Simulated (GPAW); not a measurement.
MnO2:

```
CELL_PARAMETERS angstrom
2.85658 0.00000 0.00000
-1.42829 2.47387 0.00000
0.00000 0.00000 4.60137
ATOMIC_POSITIONS crystal
Mn 0.00000 0.00000 0.50000
O 0.33333 0.66667 0.70629
O 0.66667 0.33333 0.29371
```

Measurements of this composition are mostly on another form, of space group No. 136.

Base run:

| Quantity | Value |
| --- | --- |
| Program | GPAW 26.7.0 |
| Functional | PBEsol |
| Potentials or basis | PAW data sets generated in the run's folder for this functional |
| Cutoff | 800 eV |
| Basis | pw |
| k mesh | 11 × 11 × 6 |
| Occupations | gaussian, width 0.1 eV |
| Spin | collinear spin, ferromagnetic start |
| Starting moments | [4.0, 0.0, 0.0] μB |

Its results: band gap on the k mesh 0.71 eV, indirect (least direct gap 0.76 eV); pressure 0.9 GPa; net moment 3.00 μB per cell; site moments Mn +2.81; O +0.04 μB; largest force 0.066 eV/Å.

Q: The run is repeated on the same cell with these changes: functional from PBEsol to BLYP; dispersion from none to D3(BJ). What comes out?

A: Band gap on the k mesh 0.73 eV, indirect (least direct gap 0.77 eV); pressure 5.6 GPa; net moment 3.00 μB per cell; site moments Mn +2.78; O +0.05 μB; largest force 0.456 eV/Å.

Several settings changed at once, so the effect can't be laid on one alone.

Caveats: an odd mesh through Γ misses points on the zone boundary, where band edges often lie; a cell with one magnetic atom can't hold antiferromagnetic order, which such compounds often take.
